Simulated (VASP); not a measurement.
AlN: relaxation of cell and atoms with PBE

AlN:

```
Al N
1.0
     3.12859    0.00000    0.00000
    -1.56429    2.70944    0.00000
     0.00000    0.00000    5.01636
Al N
2 2
Direct
  0.33333 0.66667 0.99926
  0.66667 0.33333 0.49926
  0.33333 0.66667 0.38074
  0.66667 0.33333 0.88074
```

```json
{
 "Program": "VASP 6.6.1",
 "Task": "relaxation of cell and atoms",
 "Functional": "PBE",
 "Potentials or basis": "VASP PAW PBE potentials, release 64 (Al, N)",
 "Cutoff": "520 eV",
 "k mesh": "9 × 9 × 4",
 "Occupations": "gaussian, width 0.02 eV",
 "Spin": "no spin polarisation",
 "Further INCAR settings": "ALGO = Fast; EDIFF = 1e-07; IBRION = 2; EDIFFG = -0.002; NSW = 80; ISIF = 3"
}
```

```json
{
  "Pressure after relaxing": "0.0 GPa",
  "Band gap on the k mesh": "4.06 eV, direct"
}
```

Final structure:
```
CELL_PARAMETERS angstrom
3.12859 0.00000 0.00000
-1.56429 2.70944 0.00000
0.00000 0.00000 5.01636
ATOMIC_POSITIONS crystal
Al 0.33333 0.66667 0.99926
Al 0.66667 0.33333 0.49926
N 0.33333 0.66667 0.38074
N 0.66667 0.33333 0.88074
```

Levels at points of the mesh, in eV from the valence-band top:
```csv
k point,band 4,band 5,band 6,band 7,band 8,band 9,band 10,band 11,band 12
"(0.00, 0.00, 0.00)",-0.84,-0.84,-0.20,-0.20,0.00,4.06,6.52,10.47,11.04
"(0.00, 0.00, 0.50)",-3.30,-0.53,-0.53,-0.53,-0.53,6.32,6.32,10.18,10.18
```

Wall time 7 s on 4 MPI ranks on Intel(R) Xeon(R) Platinum 8259CL CPU @ 2.50GHz (Skylake/Cascade Lake) (shared host), peak memory 0.15 GiB a rank.

Caveat: the relaxation stopped at its first step, so nothing moved. PBE gaps usually lie below the measured ones, often by a third to a half.
